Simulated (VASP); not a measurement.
# From VASP inputs to Ansatz: Be2C (strained antifluorite)

INCAR

```
PREC = Accurate
IBRION = -1
NBANDS = 11
SIGMA = 0.02
EDIFF = 1E-7
GGA = PE
ISIF = 2
ISMEAR = -1
LASPH = .TRUE.
NSW = 0
LCHARG = .FALSE.
NELM = 120
ENCUT = 520
LREAL = .FALSE.
LWAVE = .FALSE.
```

KPOINTS

```
KPOINTS created by Atomic Simulation Environment
0
Gamma
10 10 10
0 0 0
```

KPOINTS_OPT

```
special points
7
Reciprocal
0.0000000000 0.0000000000 0.0000000000 1
0.5000000000 0.0000000000 0.5000000000 1
0.6250000000 0.2500000000 0.6250000000 1
0.3750000000 0.3750000000 0.7500000000 1
0.5000000000 0.5000000000 0.5000000000 1
0.5000000000 0.2500000000 0.7500000000 1
0.0000000000 0.5000000000 0.5000000000 1
```

POSCAR

```
C  Be
 1.0000000000000000
     0.0000000000000000    2.1388807821000002    2.1388807821000002
     2.1388807821000002    0.0000000000000000    2.1388807821000002
     2.1388807821000002    2.1388807821000002    0.0000000000000000
 C   Be
   1   2
Cartesian
  0.0000000000000000  0.0000000000000000  0.0000000000000000
  1.0694403910500001  1.0694403910500001  1.0694403910500001
  3.2083211731500003  3.2083211731500003  3.2083211731500003
```

VASP ran with the recommended PBE PAW datasets (8 valence electrons in the cell).

Question: Write an Ansatz input for this cell and level of theory.

Answer: 

```yaml
crystal:
  lattice:
    - [0.0, 2.1388807821, 2.1388807821]
    - [2.1388807821, 0.0, 2.1388807821]
    - [2.1388807821, 2.1388807821, 0.0]
  atoms:
    - { symbol: C, position: [0.0, 0.0, 0.0] }
    - { symbol: Be, position: [0.25, 0.25, 0.25] }
    - { symbol: Be, position: [0.75, 0.75, 0.75] }
kpoints:
  mp_grid: { grid: [10, 10, 10] }
  band_path:
    path:
      - [0.0, 0.0, 0.0]
      - [0.5, 0.0, 0.5]
      - [0.625, 0.25, 0.625]
      - [0.375, 0.375, 0.75]
      - [0.5, 0.5, 0.5]
      - [0.5, 0.25, 0.75]
      - [0.0, 0.5, 0.5]
    npoints: 1
hamiltonian:
  xc: pbe
scf:
  occupations: { method: fermi_dirac, width: 0.02 }
  n_extra_bands: 4
output:
  forces: true
  stress: true
  eigenvalues: true
```

Other inputs would serve too.

```
                              VASP   Ansatz
gap between bands v and c  1.17 eV  1.19 eV
         least direct gap  4.19 eV  4.20 eV
                 pressure  8.0 GPa  7.6 GPa
```

Each program uses its own PAW datasets. VASP's cell holds 8 valence electrons and Ansatz's 8. Ansatz's stress includes a Pulay correction; VASP's doesn't.
